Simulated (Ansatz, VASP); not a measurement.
**Zn36NO35 (N on an O site in ZnO) in two plane-wave programs**

Wanted: the spread between two codes on one cell, functional and k mesh. Of the first pair: The structure shown is the start of the Ansatz relaxation below; VASP solves that cell, so the two are compared at the walk's first step.

Main program and level: Ansatz 0.2.0; plane waves, with VASP 6.6.1 beside it; single point at PBEsol.

### Step 1. The starting structure

The cell holds 72 atoms: 36 Zn, 35 O and 1 N. Its edges and angles: a = 9.690 Å, b = 9.690 Å, c = 10.428 Å, α = 90.0°, β = 90.0°, γ = 120.0°. It derives from ZnO (ZnO (P6_3mc)). Nearest the centre at fractional (0.444, 0.556, 0.439): N72 at 0.13 Å, Zn24 at 1.96 Å, Zn17 at 1.97 Å, Zn8 at 1.97 Å, Zn20 at 1.98 Å, O43 at 3.19 Å, O53 at 3.19 Å, O58 at 3.19 Å.

### Step 2. Ansatz: relaxation, PBEsol

Ansatz runs on its default PAW (the set named soft_2) files.

The two programs are compared at the cell with which this relaxation starts, whose forces are those of its first step.

Contents of input.yaml:

```yaml
relax:
  f_tol: 0.02
  max_steps: 80
  random_displacement: { amplitude: 0.02, seed: 611 }
crystal:
  lattice:
    - [9.69022245, 0.0, 0.0]
    - [-4.84511122, 8.39197881, 0.0]
    - [0.0, 0.0, 10.42819828]
  atoms:
    - { symbol: Zn, position: [0.111111111, 0.222222222, 0.250014941] }
    - { symbol: Zn, position: [0.222222222, 0.111111111, 1.4941e-05] }
    - { symbol: O, position: [0.222222222, 0.111111111, 0.189490059] }
    - { symbol: O, position: [0.111111111, 0.222222222, 0.439490059] }
    - { symbol: Zn, position: [0.111111111, 0.222222222, 0.750014941] }
    - { symbol: Zn, position: [0.222222222, 0.111111111, 0.500014941] }
    - { symbol: O, position: [0.222222222, 0.111111111, 0.689490059] }
    - { symbol: O, position: [0.111111111, 0.222222222, 0.939490059] }
    - { symbol: Zn, position: [0.111111111, 0.555555556, 0.250014941] }
    - { symbol: Zn, position: [0.222222222, 0.444444444, 1.4941e-05] }
    - { symbol: O, position: [0.222222222, 0.444444444, 0.189490059] }
    - { symbol: O, position: [0.111111111, 0.555555556, 0.439490059] }
    - { symbol: Zn, position: [0.111111111, 0.555555556, 0.750014941] }
    - { symbol: Zn, position: [0.222222222, 0.444444444, 0.500014941] }
    - { symbol: O, position: [0.222222222, 0.444444444, 0.689490059] }
    - { symbol: O, position: [0.111111111, 0.555555556, 0.939490059] }
    - { symbol: Zn, position: [0.111111111, 0.888888889, 0.250014941] }
    - { symbol: Zn, position: [0.222222222, 0.777777778, 1.4941e-05] }
    - { symbol: O, position: [0.222222222, 0.777777778, 0.189490059] }
    - { symbol: O, position: [0.111111111, 0.888888889, 0.439490059] }
    - { symbol: Zn, position: [0.111111111, 0.888888889, 0.750014941] }
    - { symbol: Zn, position: [0.222222222, 0.777777778, 0.500014941] }
    - { symbol: O, position: [0.222222222, 0.777777778, 0.689490059] }
    - { symbol: O, position: [0.111111111, 0.888888889, 0.939490059] }
    - { symbol: Zn, position: [0.444444444, 0.222222222, 0.250014941] }
    - { symbol: Zn, position: [0.555555556, 0.111111111, 1.4941e-05] }
    - { symbol: O, position: [0.555555556, 0.111111111, 0.189490059] }
    - { symbol: O, position: [0.444444444, 0.222222222, 0.439490059] }
    - { symbol: Zn, position: [0.444444444, 0.222222222, 0.750014941] }
    - { symbol: Zn, position: [0.555555556, 0.111111111, 0.500014941] }
    - { symbol: O, position: [0.555555556, 0.111111111, 0.689490059] }
    - { symbol: O, position: [0.444444444, 0.222222222, 0.939490059] }
    - { symbol: Zn, position: [0.444444444, 0.555555556, 0.250014941] }
    - { symbol: Zn, position: [0.555555556, 0.444444444, 1.4941e-05] }
    - { symbol: O, position: [0.555555556, 0.444444444, 0.189490059] }
    - { symbol: "N", position: [0.444444444, 0.555555556, 0.453874135] }
    - { symbol: Zn, position: [0.444444444, 0.555555556, 0.750014941] }
    - { symbol: Zn, position: [0.555555556, 0.444444444, 0.500014941] }
    - { symbol: O, position: [0.555555556, 0.444444444, 0.689490059] }
    - { symbol: O, position: [0.444444444, 0.555555556, 0.939490059] }
    - { symbol: Zn, position: [0.444444444, 0.888888889, 0.250014941] }
    - { symbol: Zn, position: [0.555555556, 0.777777778, 1.4941e-05] }
    - { symbol: O, position: [0.555555556, 0.777777778, 0.189490059] }
    - { symbol: O, position: [0.444444444, 0.888888889, 0.439490059] }
    - { symbol: Zn, position: [0.444444444, 0.888888889, 0.750014941] }
    - { symbol: Zn, position: [0.555555556, 0.777777778, 0.500014941] }
    - { symbol: O, position: [0.555555556, 0.777777778, 0.689490059] }
    - { symbol: O, position: [0.444444444, 0.888888889, 0.939490059] }
    - { symbol: Zn, position: [0.777777778, 0.222222222, 0.250014941] }
    - { symbol: Zn, position: [0.888888889, 0.111111111, 1.4941e-05] }
    - { symbol: O, position: [0.888888889, 0.111111111, 0.189490059] }
    - { symbol: O, position: [0.777777778, 0.222222222, 0.439490059] }
    - { symbol: Zn, position: [0.777777778, 0.222222222, 0.750014941] }
    - { symbol: Zn, position: [0.888888889, 0.111111111, 0.500014941] }
    - { symbol: O, position: [0.888888889, 0.111111111, 0.689490059] }
    - { symbol: O, position: [0.777777778, 0.222222222, 0.939490059] }
    - { symbol: Zn, position: [0.777777778, 0.555555556, 0.250014941] }
    - { symbol: Zn, position: [0.888888889, 0.444444444, 1.4941e-05] }
    - { symbol: O, position: [0.888888889, 0.444444444, 0.189490059] }
    - { symbol: O, position: [0.777777778, 0.555555556, 0.439490059] }
    - { symbol: Zn, position: [0.777777778, 0.555555556, 0.750014941] }
    - { symbol: Zn, position: [0.888888889, 0.444444444, 0.500014941] }
    - { symbol: O, position: [0.888888889, 0.444444444, 0.689490059] }
    - { symbol: O, position: [0.777777778, 0.555555556, 0.939490059] }
    - { symbol: Zn, position: [0.777777778, 0.888888889, 0.250014941] }
    - { symbol: Zn, position: [0.888888889, 0.777777778, 1.4941e-05] }
    - { symbol: O, position: [0.888888889, 0.777777778, 0.189490059] }
    - { symbol: O, position: [0.777777778, 0.888888889, 0.439490059] }
    - { symbol: Zn, position: [0.777777778, 0.888888889, 0.750014941] }
    - { symbol: Zn, position: [0.888888889, 0.777777778, 0.500014941] }
    - { symbol: O, position: [0.888888889, 0.777777778, 0.689490059] }
    - { symbol: O, position: [0.777777778, 0.888888889, 0.939490059] }
  host:
    repeats: [3, 3, 2]
    atoms:
      - { symbol: Zn, position: [0.333333333, 0.666666667, 0.500029882] }
      - { symbol: Zn, position: [0.666666667, 0.333333333, 2.9882e-05] }
      - { symbol: O, position: [0.666666667, 0.333333333, 0.378980118] }
      - { symbol: O, position: [0.333333333, 0.666666667, 0.878980118] }
basis:
  ecutwfc: 420
  xc_grid: 2
hamiltonian:
  xc: pbesol
kpoints:
  mp_grid: { grid: [1, 1, 1], shift: [0.25, 0.25, 0.25] }
magnetization:
  spin_polarized: true
  initial_magnetization: 1
  spin_locking: { lock_magnetization: hard }
scf:
  occupations: { method: fermi_dirac, width: 0.01 }
  max_iter: 120
output:
  forces: true
  charged_corrections:
    epsilon: [5.3, 5.3, 5.35]
    static_epsilon: [10.12, 10.12, 10.97]
    defect_position: [0.444444, 0.555556, 0.43949]
checkpoint:
  write: "../relax0.run"
  compress: false
  write_wavefunctions: true
  write_every: 100000
```

Run with:

```sh
> ansatz run input.yaml --threads 4 --pin off --max-ram 14131MiB --backend cpu --events-out ev --progress --plain --runs-dir out
```

Numbers of over 12 decimals in the logs are rounded to 6 here.

Output:

```text
Engine: ansatz 0.2.0, aarch64-unknown-linux-gnu
Pseudopotentials: kind: paw
Pseudopotential: Zn, paw, valence charge 12, recommended cutoff 420 eV (normal), Zn.paw.azcp
Pseudopotential: O, paw, valence charge 6, recommended cutoff 420 eV (normal), O.paw.azcp
Pseudopotential: N, paw, valence charge 5, recommended cutoff 420 eV (normal), N.paw.azcp
Functional definition: PBEsol
  exchange = pbesol_x
  correlation = pbesol_c
Crystal: 72 atoms, lattice volume = 848.023 Å³
Basis set: ecut = 420 eV, 16571 PW (Γ), exchange–correlation on 144×144×144 points (8 copies of the dense FFT grid, shifted against one another)
Bands: 396, of which v1, the nominal top of the filled ones, is band 324 counted from 1 (323 counted from 0)
Symmetry: 1 space group operations
k-points: 1
Non-local potential: Zn, projectors of the file, l = 0: 2, l = 1: 2, l = 2: 3, l = 3: 1
Non-local potential: O, projectors of the file, l = 0: 2, l = 1: 2, l = 2: 1
Non-local potential: N, projectors of the file, l = 0: 2, l = 1: 2, l = 2: 1
PAW form: soft (Blöchl's): semilocal exchange-correlation on the pseudo side does not see the compensation charge
PAW frozen core: Zn, regenerated for the run's functional, and the local potential with it (the file was generated under x = pbe(κ = 0.804, μ = 0.219515), c = pbe(β = 0.066725))
PAW frozen core: O, regenerated for the run's functional, and the local potential with it (the file was generated under x = pbe(κ = 0.804, μ = 0.219515), c = pbe(β = 0.066725))
PAW frozen core: N, regenerated for the run's functional, and the local potential with it (the file was generated under x = pbe(κ = 0.804, μ = 0.219515), c = pbe(β = 0.066725))
PAW one-centre angular grid: Zn, 590 points (default); XC on 64 Gauss nodes
PAW one-centre angular grid: O, 110 points (default); XC on 64 Gauss nodes
PAW one-centre angular grid: N, 110 points (default); XC on 64 Gauss nodes
Initial density: superposition of atomic densities (chi_scale 0.1, normalization cell, long waves kept (reshape's long-wave potential 0.19 eV rms))
Starting moments: Σ|m| = 1 μB on 72 of 72 sites
Initial wavefunctions: pseudopotential atomic-orbital guess
Functional: x = pbesol(κ = 0.804, μ = 0.123457), c = pbesol(β = 0.046)
SCF iter   1: F=—  HF=-138150.810095 eV  |F-HF|=—  |Δ(HF+E_count)|=         —  Δρ=5.24e-2 (↑5.06e-2 ↓5.24e-2)  dr2=5.96e1  dr2_m=2.64e-2  M=1.000 μB ∫|m|=1.034 μB  β_m=0.30  ethr=3.10e-3  ⟨swp⟩=6.0  Hψ=2874  notcnv=0  defer=2
preconditioner: auto → Resta (q_TF=auto, 2.608 Å⁻¹)  ε∞=6.5  [insulator: Δε(μ)=0.054 eV  Ē_g=13.775 eV  σ=0.010 eV  W_gap=0.87  n_scr=242 (ndim 8)  ℏωp=32.4 eV  f_vac=0.000  D(μ)=12.04/eV (n_scr^D=58)  ε∞_Penn≈6.5]
spin=Collinear: Resta preconditioning applied to the charge; magnetization (m = ρ↑ − ρ↓) channel mixes plain (no charge-response kernel on spin).
SCF iter   2: F=—  HF=-138137.404099 eV  |F-HF|=—  |Δ(HF+E_count)|=    1.34e1  Δρ=2.62e-2 (↑2.57e-2 ↓2.62e-2)  dr2=1.64e1  dr2_m=1.73e-2  M=1.000 μB ∫|m|=1.056 μB  β_m=0.41  ethr=3.10e-3  ⟨swp⟩=2.0  Hψ=1502  notcnv=0  defer=132
SCF iter   3: F=—  HF=-138133.258642 eV  |F-HF|=—  |Δ(HF+E_count)|=    4.15e0  Δρ=1.40e-2 (↑1.01e-2 ↓1.40e-2)  dr2=3.26e0  dr2_m=1.71e-1  M=1.000 μB ∫|m|=1.121 μB  β_m=0.55  ethr=2.54e-3  ⟨swp⟩=2.0  Hψ=924  notcnv=0  defer=132
SCF iter   4: F=—  HF=-138132.642544 eV  |F-HF|=—  |Δ(HF+E_count)|=   6.16e-1  Δρ=9.57e-3 (↑5.36e-3 ↓9.57e-3)  dr2=1.94e0  dr2_m=9.74e-2  M=1.000 μB ∫|m|=1.114 μB  β_m=0.49  ethr=5.04e-4  ⟨swp⟩=2.0  Hψ=1250  notcnv=0  defer=132
SCF iter   5: F=—  HF=-138132.507734 eV  |F-HF|=—  |Δ(HF+E_count)|=   1.35e-1  Δρ=3.85e-3 (↑2.41e-3 ↓3.85e-3)  dr2=1.83e-1  dr2_m=2.52e-2  M=1.000 μB ∫|m|=1.112 μB  β_m=0.74  ethr=3.00e-4  ⟨swp⟩=2.0  Hψ=1502  notcnv=0  defer=132
SCF iter   6: F=—  HF=-138132.615244 eV  |F-HF|=—  |Δ(HF+E_count)|=   1.08e-1  Δρ=2.51e-3 (↑1.57e-3 ↓2.51e-3)  dr2=1.26e-1  dr2_m=3.98e-3  M=1.000 μB ∫|m|=1.094 μB  β_m=0.70  ethr=2.82e-5  ⟨swp⟩=2.0  Hψ=1260  notcnv=0  defer=132
SCF iter   7: F=—  HF=-138132.607902 eV  |F-HF|=—  |Δ(HF+E_count)|=   7.34e-3  Δρ=1.32e-3 (↑4.35e-4 ↓1.32e-3)  dr2=2.27e-2  dr2_m=3.11e-3  M=1.000 μB ∫|m|=1.108 μB  β_m=0.69  ethr=1.95e-5  ⟨swp⟩=2.0  Hψ=1502  notcnv=0  defer=132
SCF iter   8: F=—  HF=-138132.607717 eV  |F-HF|=—  |Δ(HF+E_count)|=   1.85e-4  Δρ=6.42e-4 (↑2.54e-4 ↓6.42e-4)  dr2=5.54e-3  dr2_m=7.43e-4  M=1.000 μB ∫|m|=1.103 μB  β_m=0.75  ethr=3.51e-6  ⟨swp⟩=2.0  Hψ=1250  notcnv=0  defer=132
SCF iter   9: F=—  HF=-138132.608693 eV  |F-HF|=—  |Δ(HF+E_count)|=   9.75e-4  Δρ=4.86e-4 (↑1.60e-4 ↓4.86e-4)  dr2=2.20e-3  dr2_m=4.38e-4  M=1.000 μB ∫|m|=1.103 μB  β_m=0.81  ethr=8.56e-7  ⟨swp⟩=2.0  Hψ=1253  notcnv=0  defer=132
[...]
--- Relaxed structure (8 steps of the walk, 8 accepted, 0 SCFs on fresh bases) ---
  F+E_penalty+E_count = -138132.96674391 eV   max|allowed force component| = 4.024e-3 eV/Å
  atoms:
    - { symbol: Zn, position: [0.110478, 0.223116, 0.249829] }
    - { symbol: Zn, position: [0.221779, 0.110316, 0.00122525] }
    - { symbol: O, position: [0.221817, 0.111329, 0.190858] }
    - { symbol: O, position: [0.107893, 0.217930, 0.439498] }
    - { symbol: Zn, position: [0.111106, 0.221604, 0.749826] }
    - { symbol: Zn, position: [0.222099, 0.109916, 0.499923] }
    - { symbol: O, position: [0.222184, 0.110301, 0.689759] }
    - { symbol: O, position: [0.110920, 0.221113, 0.939172] }
    - { symbol: Zn, position: [0.110573, 0.554877, 0.250525] }
    - { symbol: Zn, position: [0.222092, 0.443951, -0.00181711] }
    - { symbol: O, position: [0.220043, 0.444045, 0.186510] }
    - { symbol: O, position: [0.111211, 0.552444, 0.440544] }
    - { symbol: Zn, position: [0.111622, 0.555319, 0.749335] }
    - { symbol: Zn, position: [0.226389, 0.440642, 0.497083] }
    - { symbol: O, position: [0.221155, 0.443101, 0.688498] }
    - { symbol: O, position: [0.110442, 0.555348, 0.938911] }
    - { symbol: Zn, position: [0.110806, 0.888877, 0.250665] }
    - { symbol: Zn, position: [0.222621, 0.777073, 0.000625531] }
    - { symbol: O, position: [0.222005, 0.777541, 0.190388] }
    - { symbol: O, position: [0.112268, 0.887016, 0.440346] }
    - { symbol: Zn, position: [0.111401, 0.888274, 0.750506] }
    - { symbol: Zn, position: [0.224022, 0.775679, 0.499489] }
    - { symbol: O, position: [0.222453, 0.777347, 0.689164] }
    - { symbol: O, position: [0.111227, 0.888282, 0.940242] }
    - { symbol: Zn, position: [0.444314, 0.224453, 0.251350] }
    - { symbol: Zn, position: [0.555206, 0.110439, 0.00121292] }
    - { symbol: O, position: [0.554465, 0.112198, 0.190955] }
    - { symbol: O, position: [0.445344, 0.223089, 0.441158] }
    - { symbol: Zn, position: [0.443483, 0.220641, 0.752056] }
    - { symbol: Zn, position: [0.555466, 0.110575, 0.500886] }
    - { symbol: O, position: [0.555585, 0.111056, 0.690109] }
    - { symbol: O, position: [0.444205, 0.222103, 0.941588] }
    - { symbol: Zn, position: [0.441290, 0.558105, 0.254573] }
    - { symbol: Zn, position: [0.554470, 0.445039, 0.000291001] }
    - { symbol: O, position: [0.553103, 0.446714, 0.190227] }
    - { symbol: N, position: [0.444788, 0.554877, 0.439695] }
    - { symbol: Zn, position: [0.444299, 0.555697, 0.747812] }
    - { symbol: Zn, position: [0.552551, 0.446352, 0.504734] }
    - { symbol: O, position: [0.556964, 0.442831, 0.693706] }
    - { symbol: O, position: [0.444035, 0.555489, 0.937561] }
    - { symbol: Zn, position: [0.444791, 0.889031, 0.250425] }
    - { symbol: Zn, position: [0.555659, 0.777537, -0.00186835] }
    - { symbol: O, position: [0.555547, 0.779418, 0.186471] }
    - { symbol: O, position: [0.447003, 0.888417, 0.440366] }
    - { symbol: Zn, position: [0.444608, 0.888271, 0.749264] }
    - { symbol: Zn, position: [0.558752, 0.773131, 0.496908] }
    - { symbol: O, position: [0.556785, 0.778688, 0.688539] }
    - { symbol: O, position: [0.444175, 0.889112, 0.938886] }
[...]
- { symbol: O, position: [0.888031, 0.111613, 0.189322] }
[...]
- { symbol: Zn, position: [0.775155, 0.555387, 0.251389] }
    - { symbol: Zn, position: [0.889175, 0.444413, 0.0012582] }
    - { symbol: O, position: [0.887511, 0.445340, 0.190986] }
    - { symbol: O, position: [0.776143, 0.554174, 0.441213] }
    - { symbol: Zn, position: [0.779012, 0.556365, 0.752096] }
    - { symbol: Zn, position: [0.888831, 0.444172, 0.500920] }
    - { symbol: O, position: [0.888919, 0.444503, 0.690165] }
    - { symbol: O, position: [0.777547, 0.555355, 0.941643] }
    - { symbol: Zn, position: [0.776367, 0.889085, 0.249836] }
    - { symbol: Zn, position: [0.889264, 0.777834, 0.00127079] }
    - { symbol: O, position: [0.888333, 0.777860, 0.190888] }
    - { symbol: O, position: [0.781644, 0.891789, 0.439480] }
    - { symbol: Zn, position: [0.778124, 0.888788, 0.749790] }
    - { symbol: Zn, position: [0.889427, 0.777467, 0.499951] }
    - { symbol: O, position: [0.889383, 0.777554, 0.689774] }
    - { symbol: O, position: [0.778557, 0.888702, 0.939188] }
```

The column dr2 measures how far the density is from self-consistency, as an energy; F and HF (Harris–Foulkes) agree once it is small.

[end of part 1 of 3]

[Lines on the potential files, build, host, timing and source positions are cut from VASP's logs without a mark.]

[Logs are printed without paths, hosts, clocks, repeated set-up lines and the standing remarks that a program may print on its own settings, such as how far it seeks lower states.]

[Hosts, paths, dates, database ids (printed as entryN), source tags and the programs' standing remarks are cut or masked in the printed files.]
